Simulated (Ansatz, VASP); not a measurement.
# Pb in VASP and in Ansatz

Contents of INCAR:

```
SYSTEM = Pb
PREC     = Accurate       ! precision mode
ENCUT    = 520            ! plane-wave cutoff, eV
EDIFF    = 1E-7           ! SCF threshold, eV
ISMEAR   = 1              ! smearing method
SIGMA    = 1.0            ! smearing width, eV
LREAL    = .False.        ! projectors in reciprocal space
LASPH    = .True.         ! aspherical terms in the spheres
NELM     = 60             ! most SCF steps
ALGO     = Normal         ! electronic algorithm
ISIF     = 2              ! what is computed and relaxed
LWAVE    = .False.        ! write WAVECAR
LCHARG   = .False.        ! write CHGCAR
GGA      = CA             ! functional
NBANDS   = 13             ! bands
```

The input KPOINTS:

```
regular mesh
0
Gamma
  11 11 11
  0 0 0
```

The input POSCAR:

```
Pb
1.0
    0.0000000000      2.4375492138      2.4375492138
    2.4375492138      0.0000000000      2.4375492138
    2.4375492138      2.4375492138      0.0000000000
Pb
1
Direct
    0.0000000000      0.0000000000      0.0000000000
```

Input for Ansatz:

```yaml
crystal:
  lattice:
    - [0.0, 2.4375492138, 2.4375492138]
    - [2.4375492138, 0.0, 2.4375492138]
    - [2.4375492138, 2.4375492138, 0.0]
  atoms:
    - { symbol: Pb, position: [0.0, 0.0, 0.0] }
hamiltonian:
  xc: lda
  pseudopotentials:
    kind: paw
    azcp:
      Pb: "pseudopotentials/Pb.paw.azcp"
basis:
  ecutwfc: 420
  fft_grid_basis: typed
kpoints:
  mp_grid: { grid: [11, 11, 11], shift: [0, 0, 0] }
magnetization:
  spin_polarized: false
scf:
  occupations: { method: methfessel_paxton, width: 1.0 }
  lower_state_search: "off"
output:
  stress: true
```

Alike in both runs: task single point; functional LDA; k mesh 11 × 11 × 11; occupations methfessel-paxton of order 1, width 1 eV; no spin polarisation.

|  | VASP | Ansatz |
| --- | --- | --- |
| version | VASP 6.6.1 | Ansatz 0.2.0 |
| potentials or method | VASP PAW LDA potentials, release 64 (Pb_d) | plane waves (420 eV) with PAW, scalar-relativistic |
| plane-wave cutoff (eV) | 520 | 420 |
| valence electrons in the cell | 14 | 14 |

```tsv
	VASP	Ansatz	Ansatz less VASP
pressure (GPa)	0.2	0.1	-0.07
```

Ansatz warned: «pseudo_functional_mismatch».

The runs have no spin-orbit coupling, so splittings on Pb are missing.
